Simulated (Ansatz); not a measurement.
A run of Ansatz 0.2.0 is set up as follows.

The input input.yaml:

```yaml
crystal:
  lattice:
    - [3.1835163552, 0.0, 0.0]
    - [-1.5917581776, 2.7570060369, 0.0]
    - [0.0, 0.0, 16.95057789]
  atoms:
    - { symbol: W, position: [0.0, 0.0, 0.0] }
    - { symbol: S, position: [0.3333333333, 0.6666666667, 0.09200051] }
    - { symbol: S, position: [0.3333333333, 0.6666666667, 0.90799949] }
hamiltonian:
  xc: pbe
  pseudopotentials: { kind: paw }
kpoints:
  mp_grid: { grid: [10, 10, 2] }
scf:
  occupations: { method: gaussian, width: 0.022 }
output:
  forces: true
  stress: true
  eigenvalues: true
  write_density: true
  write_potential: true
  elf: true
  volumetric_format: npy
```

Potentials or basis: Ansatz PAW.

The run is started by

```sh
$ ansatz run input.yaml --threads 2 --pin off --max-ram 5632MiB --backend cpu --events-out ev --progress --plain --runs-dir out
```

Q: Estimate the band gap on the k mesh.

A: 1.99 eV, indirect (least direct gap 2.15 eV).

Q: Predict the largest force.

A: 0.259 eV/Å.

Stress tensor (GPa, compression positive):
```
0.44 0.00 0.00
0.00 0.44 0.00
0.00 0.00 0.87
```

Caveat: spin-orbit coupling is left out, which moves the levels of the heavy elements. A hybrid or GW would open this gap; PBE tends to underestimate it.
